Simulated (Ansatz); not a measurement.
# SnO2: the cost of one run

Program: Ansatz 0.2.0. Level of theory: DFT PBE, scalar-relativistic, plane waves, PAW. These are calculated values, not measurements.

1 further run of the same task is left out (set aside as unsound or not needed).

### 1 The starting structure

Symmetry: I4/m, No. 87, tetragonal system. The conventional cell has a = 10.807 Å, b = 10.807 Å, c = 3.228 Å, α = 90.00°, β = 90.00°, γ = 90.00°. Sn (site symmetry m) is surrounded by 6 O at 2.07 to 2.14 Å. O (site symmetry m) is surrounded by 3 Sn at 2.07 to 2.11 Å. Around O (site symmetry m) lie 3 Sn at 2.10 to 2.14 Å.

Coordinates:

```
CELL_PARAMETERS angstrom
-5.40340 5.40340 1.61410
5.40340 -5.40340 1.61410
5.40340 5.40340 -1.61410
ATOMIC_POSITIONS crystal
Sn 0.34940 0.16603 0.51543
Sn 0.83397 0.34940 0.18338
Sn 0.16603 0.65060 0.81662
Sn 0.65060 0.83397 0.48457
O 0.16049 0.45873 0.61922
O 0.54127 0.16049 0.70176
O 0.45873 0.83951 0.29824
O 0.83951 0.54127 0.38078
O 0.84373 0.79021 0.63395
O 0.20979 0.84373 0.05352
O 0.15627 0.20979 0.36605
O 0.79021 0.15627 0.94648
```

It goes back to an entry of the Materials Project, which need not be the stable form.

This cell was relaxed beforehand with the same method: volume 15.71 Å³/atom, gap on the mesh 1.72 eV.

### 2 The scan

The energy is mapped over the lattice constants a and c of the conventional cell.

First coordinate, lattice constant a (and b): 5 values from 10.050 to 11.563 Å. Second coordinate, lattice constant c: 5 values from 2.841 to 3.616 Å.

Nothing else is relaxed (fractional coordinates fixed). Energies count from the relaxed crystal. Points are written as (first, second).

### 3 Grid point (10.050 Å, 2.841 Å)

Input file input.yaml:

```yaml
crystal:
  lattice:
    - [-5.02515, 5.02515, 1.4204]
    - [5.02515, -5.02515, 1.4204]
    - [5.02515, 5.02515, -1.4204]
  atoms:
    - { symbol: Sn, position: [0.3494020669, 0.1660259167, 0.5154279836] }
    - { symbol: Sn, position: [0.8339740833, 0.3494020669, 0.1833761502] }
    - { symbol: Sn, position: [0.1660259167, 0.6505979331, 0.8166238498] }
    - { symbol: Sn, position: [0.6505979331, 0.8339740833, 0.4845720164] }
    - { symbol: O, position: [0.1604917127, 0.4587329145, 0.6192246272] }
    - { symbol: O, position: [0.5412670855, 0.1604917127, 0.7017587982] }
    - { symbol: O, position: [0.4587329145, 0.8395082873, 0.2982412019] }
    - { symbol: O, position: [0.8395082873, 0.5412670855, 0.3807753728] }
    - { symbol: O, position: [0.843731647, 0.7902137866, 0.6339454336] }
    - { symbol: O, position: [0.2097862134, 0.843731647, 0.0535178604] }
    - { symbol: O, position: [0.156268353, 0.2097862134, 0.3660545664] }
    - { symbol: O, position: [0.7902137866, 0.156268353, 0.9464821396] }
basis:
  ecutwfc: 520.0
kpoints:
  mp_grid: { grid: [10, 10, 10] }
hamiltonian:
  xc: pbe
  pseudopotentials: { kind: paw, azcp: { folder: soft_1 } }
scf:
  occupations: { method: gaussian, width: 0.05 }
output:
  forces: true
  stress: true
  eigenvalues: true
```

Started as:

```sh
ansatz run input.yaml --threads 4 --pin off --max-ram 8192MiB --backend cpu --events-out ev --progress --plain --runs-dir out
```

**Question.** How long does this run take on 4 threads of Arm Neoverse V2, shared host, and how much memory does it need?

About 29 s, with a peak of 1.4 GiB.
